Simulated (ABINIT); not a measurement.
# I (Fmmm) in ABINIT: settings compared

One crystal, I, is run at these levels: PBE, PBEsol; tasks: band structure, equation of state.

Everything below comes from runs of ABINIT 10.8.3 (patched build). Logs are shortened: lines on timing, memory, paths and dates and some standing lists are left out, and cuts for length are marked. The log counts tension as positive stress, the text compression.

## Step 1: Starting point

The structure is orthorhombic, space group Fmmm (No. 69). The conventional cell has a = 4.384 Å, b = 4.731 Å, c = 7.820 Å, α = 90.00°, β = 90.00°, γ = 90.00°. I (site symmetry mmm) has 4 I at 3.23 Å as nearest neighbours.

## Step 2: Band structure, PBE

run.abi

```
ndtset 2

pp_dirpath "./"
pseudos "I.upf"

acell 4.5697828522 4.4824981927 3.2252140458 Angstrom
rprim
     0.0000000000     0.5176614556     0.8555855407
     0.4890677860     0.0000000000     0.8722457800
     0.6797209226     0.7334708361     0.0000000000
ntypat 1
znucl 53
natom 1
typat 1
xred
     0.0000000000     0.0000000000     0.0000000000
chkprim 0
chksymtnons 0
tolsym 1.0e-6

ecut 35.0

ixc 11

occopt 3
tsmear 0.00183747

nstep 100

iomode 3
prtwf 0
prteig 0
prtebands 0
prtden1 1

kptopt1 1
ngkpt1 9 9 9
nshiftk1 1
shiftk1 0.0 0.0 0.0
nband1 8
tolvrs1 1.0e-10

iscf2 -2
getden2 1
nband2 12
nbdbuf2 2
tolwfr2 1.0e-12
kptopt2 -9
ndivsm2 6
prteig2 1
kptbounds2
     0.0000000000     0.0000000000     0.0000000000
     0.5000000000     0.0000000000     0.5000000000
     0.5000000000     0.1138942365     0.6138942365
     0.0504161431     0.5000000000     0.5504161431
     0.0000000000     0.5000000000     0.5000000000
     0.0000000000     0.0000000000     0.0000000000
     0.5000000000     0.5000000000     0.0000000000
     0.9495838569     0.5000000000     0.4495838569
     0.8622775204     0.3622775204     0.5000000000
     0.5000000000     0.1138942365     0.6138942365
```

Potentials or basis: PseudoDojo NC SR PBE v0.5 standard.

Run with:

```sh
$ abinit run.abi > log 2>&1
```

run.abo:

```text
.Version 10.8.3 of ABINIT
 DATASET    1 : space group Fm m m (# 69); Bravais oF (face-center ortho.)
================================================================================
 Values of the parameters that define the memory need for DATASET  1.
     intxc =       0    ionmov =       0      iscf =       7    lmnmax =       8
     lnmax =       8     mgfft =      48  mpssoang =       4    mqgrid =    3001
     natom =       1  nloc_mem =       1    nspden =       1   nspinor =       1
    nsppol =       1      nsym =       8    n1xccc =    2501    ntypat =       1
    occopt =       3   xclevel =       2
       mpw =        2723          nfft =      110592          nkpt =         125
================================================================================
================================================================================

 DATASET    2 : space group Fm m m (# 69); Bravais oF (face-center ortho.)
================================================================================
 Values of the parameters that define the memory need for DATASET  2.
     intxc =       0    ionmov =       0      iscf =      -2    lmnmax =       8
     lnmax =       8     mgfft =      48  mpssoang =       4    mqgrid =    3001
     natom =       1  nloc_mem =       1    nspden =       1   nspinor =       1
    nsppol =       1      nsym =       8    n1xccc =    2501    ntypat =       1
    occopt =       3   xclevel =       2
       mpw =        2727          nfft =      110592          nkpt =         351
================================================================================
================================================================================

--------------------------------------------------------------------------------
------------- Echo of variables that govern the present computation ------------
--------------------------------------------------------------------------------
 -outvars: echo values of preprocessed input variables --------
            acell      8.6356380455E+00  8.4706939441E+00  6.0947712440E+00 Bohr
              amu      1.26904470E+02
          chkprim           0
      chksymtnons           0
             ecut      3.50000000E+01 Hartree
           getden1          0
           getden2          1
             iscf1          7
             iscf2         -2
                       outvar_i_n : Printing only first  50 k-points.
              ixc          11
           jdtset        1    2
                       outvar_i_n : Printing only first  50 k-points.
           kptopt1          1
           kptopt2         -9
         kptrlatt        9    0    0      0    9    0      0    0    9
          kptrlen1     5.48529412E+01
          kptrlen2     3.00000000E+01
            natom           1
            nband1          8
            nband2         12
           nbdbuf1          0
           nbdbuf2          2
           ndtset           2
           ndivsm1          0
           ndivsm2          6
            ngfft          48      48      48
             nkpt1        125
             nkpt2        351
            nstep         100
             nsym           8
           ntypat           1
                       prtocc : prtvol=0, do not print more k-points.
           occopt           3
        prtebands           0
           prteig1          0
           prteig2          1
            prtwf           0
            rprim      0.0000000000E+00  5.1766145560E-01  8.5558554070E-01
                       4.8906778600E-01  0.0000000000E+00  8.7224578000E-01
                       6.7972092260E-01  7.3347083610E-01  0.0000000000E+00
           shiftk1     0.00000000E+00  0.00000000E+00  0.00000000E+00
           shiftk2     5.00000000E-01  5.00000000E-01  5.00000000E-01
          spgroup          69
           tolsym      1.00000000E-06
           tolvrs1     1.00000000E-10
           tolvrs2     0.00000000E+00
           tolwfr1     0.00000000E+00
[... 174 lines left out ...]

 Real(R)+Recip(G) space primitive vectors, cartesian coordinates (Bohr,Bohr^-1):
 R(1)=  0.0000000  4.4703370  7.3885270  G(1)= -0.1206930  0.1118484  0.0676725
 R(2)=  4.1427435  0.0000000  7.3885270  G(2)=  0.1206930 -0.1118484  0.0676725
 R(3)=  4.1427435  4.4703370  0.0000000  G(3)=  0.1206930  0.1118484 -0.0676725
 Unit cell volume ucvol=  2.7366306E+02 bohr^3
 Angles (23,13,12)=  7.05836908E+01  6.76855441E+01  4.17307651E+01 degrees

 getcut: wavevector=  0.0000  0.0000  0.0000  ngfft=  48  48  48
         ecut(hartree)=     35.000   => boxcut(ratio)=   2.08884
--------------------------------------------------------------------------------

================================================================================
 Non-SCF case, kpt    1 (  0.00000  0.00000  0.00000), residuals and eigenvalues=
  5.87E-13  6.90E-13  7.50E-13  6.15E-13  3.18E-13  7.35E-13  6.28E-13  7.99E-13
  3.75E-13  4.63E-13  6.33E-13  1.08E-06
 -4.3468E-01  4.7356E-03  1.0380E-01  1.1366E-01  2.4241E-01  3.5479E-01
  3.8007E-01  5.2912E-01  5.2952E-01  5.4093E-01  5.5772E-01  6.9817E-01
 Non-SCF case, kpt    2 (  0.00833  0.00000  0.00833), residuals and eigenvalues=
  4.40E-13  5.10E-13  5.78E-13  6.44E-13  9.25E-13  6.74E-13  7.46E-13  7.12E-13
  5.35E-13  9.09E-13  8.10E-13  1.68E-08
 -4.3463E-01  4.7719E-03  1.0358E-01  1.1342E-01  2.4251E-01  3.5513E-01
  3.8038E-01  5.2602E-01  5.2743E-01  5.4458E-01  5.5952E-01  6.9517E-01
 Non-SCF case, kpt    3 (  0.01667  0.00000  0.01667), residuals and eigenvalues=
  4.03E-13  5.14E-13  3.93E-13  5.71E-13  4.20E-13  7.37E-13  4.76E-13  6.49E-13
  3.62E-13  8.24E-13  3.24E-13  2.74E-10
 -4.3448E-01  4.8810E-03  1.0293E-01  1.1269E-01  2.4280E-01  3.5613E-01
[... 1727 lines left out ...]
  6.65E-13  7.64E-13  6.11E-13  4.75E-13  6.08E-13  5.85E-13  6.46E-13  8.71E-13
  7.43E-13  6.82E-13  8.54E-07  7.73E-05
 -3.4506E-01 -7.3503E-02 -4.8624E-02  3.8003E-02  2.6588E-01  3.2686E-01
  4.4018E-01  4.9262E-01  5.0156E-01  5.1452E-01  7.5053E-01  7.6223E-01
 Non-SCF case, kpt  350 (  0.51208  0.12217  0.61010), residuals and eigenvalues=
  6.04E-13  4.78E-13  3.76E-13  6.57E-13  2.34E-13  5.79E-13  2.87E-13  9.08E-13
  5.04E-13  9.82E-13  1.38E-04  2.68E-04
 -3.4586E-01 -7.2639E-02 -4.8200E-02  3.6614E-02  2.6882E-01  3.2747E-01
  4.4355E-01  4.9707E-01  4.9948E-01  5.1304E-01  7.5519E-01  7.5790E-01
 Non-SCF case, kpt  351 (  0.50000  0.11389  0.61389), residuals and eigenvalues=
  5.24E-13  9.73E-13  6.19E-13  8.21E-13  3.90E-13  9.96E-13  7.39E-13  6.77E-13
  8.25E-13  6.64E-13  2.95E-05  5.43E-05
 -3.4668E-01 -7.1715E-02 -4.7780E-02  3.5237E-02  2.7186E-01  3.2810E-01
  4.4529E-01  4.9921E-01  4.9934E-01  5.1458E-01  7.5273E-01  7.5465E-01

--- !ResultsGS
iteration_state: {dtset: 2, }
comment   : Summary of ground state results
lattice_vectors:
- [  0.0000000,   4.4703370,   7.3885270, ]
- [  4.1427435,   0.0000000,   7.3885270, ]
- [  4.1427435,   4.4703370,   0.0000000, ]
lattice_lengths: [   8.63564,    8.47069,    6.09477, ]
lattice_angles: [ 70.584,  67.686,  41.731, ] # degrees, (23, 13, 12)
lattice_volume:   2.7366306E+02
convergence: {deltae:  0.000E+00, res2:  0.000E+00, residm:  9.994E-13, diffor:  0.000E+00, }
etotal    :  -1.29334414E+01
entropy   :   0.00000000E+00
fermie    :   7.53470006E-02
cartesian_stress_tensor: null
pressure_GPa: null
xred      :
- [  0.0000E+00,   0.0000E+00,   0.0000E+00,  I]
cartesian_forces: null
force_length_stats: {min: null, max: null, mean: null, }
...

 Integrated electronic density in atomic spheres:
 ------------------------------------------------
 Atom  Sphere_radius  Integrated_density
    1        2.00000          2.80840167
================================================================================

 ----iterations are completed or convergence reached----

 Mean square residual over all n,k,spin=   63.312E-14; max=  99.939E-14
 reduced coordinates (array xred) for    1 atoms
       0.000000000000      0.000000000000      0.000000000000

 cartesian coordinates (angstrom) at end:
    1      0.00000000000000     0.00000000000000     0.00000000000000
 length scales=  8.635638045528  8.470693944080  6.094771243993 bohr
              =  4.569782852200  4.482498192700  3.225214045800 angstroms
 Eigenvalues (hartree) for nkpt= 351  k points:
 kpt#   1, nband= 12, wtk=  1.00000, kpt=  0.0000  0.0000  0.0000 (reduced coord)
  -0.43468    0.00474    0.10380    0.11366    0.24241    0.35479    0.38007    0.52912
   0.52952    0.54093    0.55772    0.69817
 kpt#   2, nband= 12, wtk=  1.00000, kpt=  0.0083  0.0000  0.0083 (reduced coord)
  -0.43463    0.00477    0.10358    0.11342    0.24251    0.35513    0.38038    0.52602
   0.52743    0.54458    0.55952    0.69517
 kpt#   3, nband= 12, wtk=  1.00000, kpt=  0.0167  0.0000  0.0167 (reduced coord)
  -0.43448    0.00488    0.10293    0.11269    0.24280    0.35613    0.38130    0.51980
   0.52323    0.55121    0.56404    0.68775
 kpt#   4, nband= 12, wtk=  1.00000, kpt=  0.0250  0.0000  0.0250 (reduced coord)
  -0.43423    0.00506    0.10186    0.11148    0.24328    0.35778    0.38282    0.51317
   0.51780    0.55853    0.57000    0.67813
 kpt#   5, nband= 12, wtk=  1.00000, kpt=  0.0333  0.0000  0.0333 (reduced coord)
  -0.43389    0.00532    0.10037    0.10983    0.24394    0.36007    0.38493    0.50653
   0.51185    0.56614    0.57671    0.66750
 kpt#   6, nband= 12, wtk=  1.00000, kpt=  0.0417  0.0000  0.0417 (reduced coord)
  -0.43344    0.00564    0.09851    0.10775    0.24478    0.36297    0.38761    0.49997
[... 1022 lines left out ...]
  -0.34353   -0.07505   -0.04949    0.04076    0.26036    0.32584    0.43020    0.48163
   0.50983    0.52161    0.73986    0.77205
 kpt# 348, nband= 12, wtk=  1.00000, kpt=  0.5362  0.1387  0.6025 (reduced coord)
  -0.34428   -0.07431   -0.04905    0.03939    0.26306    0.32631    0.43559    0.48723
   0.50515    0.51763    0.74553    0.76679
 kpt# 349, nband= 12, wtk=  1.00000, kpt=  0.5242  0.1305  0.6063 (reduced coord)
  -0.34506   -0.07350   -0.04862    0.03800    0.26588    0.32686    0.44018    0.49262
   0.50156    0.51452    0.75053    0.76223
 kpt# 350, nband= 12, wtk=  1.00000, kpt=  0.5121  0.1222  0.6101 (reduced coord)
  -0.34586   -0.07264   -0.04820    0.03661    0.26882    0.32747    0.44355    0.49707
   0.49948    0.51304    0.75519    0.75790
 kpt# 351, nband= 12, wtk=  1.00000, kpt=  0.5000  0.1139  0.6139 (reduced coord)
  -0.34668   -0.07171   -0.04778    0.03524    0.27186    0.32810    0.44529    0.49921
   0.49934    0.51458    0.75273    0.75465

== END DATASET(S) ==============================================================
================================================================================

 -outvars: echo values of variables after computation  --------
            acell      8.6356380455E+00  8.4706939441E+00  6.0947712440E+00 Bohr
           etotal1    -1.2933441441E+01
            fcart1    -0.0000000000E+00 -0.0000000000E+00 -0.0000000000E+00
            rprim      0.0000000000E+00  5.1766145560E-01  8.5558554070E-01
                       4.8906778600E-01  0.0000000000E+00  8.7224578000E-01
                       6.7972092260E-01  7.3347083610E-01  0.0000000000E+00
           strten1    -1.0418257550E-05 -1.6793071908E-06 -2.5877766581E-05
                      -7.6185642318E-14  2.9614825242E-15  1.3098162644E-13
 Calculation completed.
```

Wall time 4.7 min (1 thread of INTEL XEON PLATINUM 8581C at 2.30GHz (Emerald Rapids), shared host); peak memory 0.26 GiB.

Results:

| Property | Result |
| --- | --- |
| Free energy | -351.9369 eV |
| Pressure | 0.4 GPa |
| Band gap on the k mesh | none (metal or under the smearing width) |
| Valence electrons inside the program's atomic spheres | I 2.81 (radii [1.0584] Å) |

Levels at the corners of the path, in eV from the Fermi level:
```
point  band 2  band 3  band 4  band 5  band 6  band 7
    Γ   -1.92    0.77    1.04    4.55    7.60    8.29
    Y   -4.39   -3.47   -0.46    4.00    6.66    9.73
    C   -4.00   -3.35   -1.09    5.35    6.88   10.07
    D   -3.98   -3.70   -0.89    4.12    5.95   10.57
    X   -4.09   -3.77   -0.75    3.95    5.80   10.51
    Γ   -1.92    0.77    1.04    4.55    7.60    8.29
    Z   -4.04    0.55    0.84    7.06    7.35   10.72
   D1   -3.98   -3.70   -0.89    4.12    5.95   10.57
    H   -4.14   -3.72   -0.71    4.06    6.18    9.11
    C   -4.00   -3.35   -1.09    5.35    6.88   10.07
```

Caveat: spin-orbit coupling is left out, which moves the levels of the heavy elements; an odd number of electrons without spin polarisation forces a metal; a magnetic or distorted state may lie lower.

(Continued in part 2 of 2.)
